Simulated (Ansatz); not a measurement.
# PbF$_{2}$: frozen-core PAW against all-electron methods

```xyz
3
Lattice="3.9818 0.0000 0.0000 -1.9909 3.4483 0.0000 0.0000 0.0000 5.0768" Properties=species:S:1:pos:R:3 pbc="T T T"
Pb    0.0000    0.0000    0.0000
F     0.0000    2.2989    1.0016
F     1.9909    1.1494    4.0752
```

Atoms are numbered in the order listed.

The structure comes from a relaxation in the same program, started in the CdI2 type, and has space group P-3m1. Whether it is a known phase or the ground state wasn't checked.

No spin–orbit coupling, which matters for the heavy atoms here.

Levels of theory: DFT, PBE, PAW with Ansatz's default frozen-core files, scalar-relativistic (Ansatz 0.2.0); DFT, PBE, all-electron LAPW, scalar-relativistic (Ansatz 0.2.0).

For PAW: a Γ-centred 14×14×8 k mesh, Fermi–Dirac smearing of 0.05 eV, cutoff 420 eV, no spin polarisation. LAPW targets a basis error of 0.5 meV/atom. The Ansatz runs share mesh, smearing and spin set-up. Plane-wave (PAW) pressures include the program's estimate of the Pulay term.

Stress and pressure are positive in compression.

Levels count from the top of the valence band.

PAW results:

```json
{"quantity": "pressure (GPa)", "PAW": "0.01"}
{"quantity": "band gap (eV)", "PAW": "3.036"}
{"quantity": "highest filled level at M (eV)", "PAW": "-0.162"}
{"quantity": "lowest empty level at M (eV)", "PAW": "4.536"}
{"quantity": "highest filled level at L (eV)", "PAW": "-0.185"}
{"quantity": "lowest empty level at L (eV)", "PAW": "4.257"}
```

What does full-potential LAPW give for the same quantities?


| quantity | LAPW |
| --- | --- |
| pressure (GPa) | 0.02 |
| band gap (eV) | 3.035 |
| highest filled level at M (eV) | -0.162 |
| lowest empty level at M (eV) | 4.532 |
| highest filled level at L (eV) | -0.185 |
| lowest empty level at L (eV) | 4.256 |
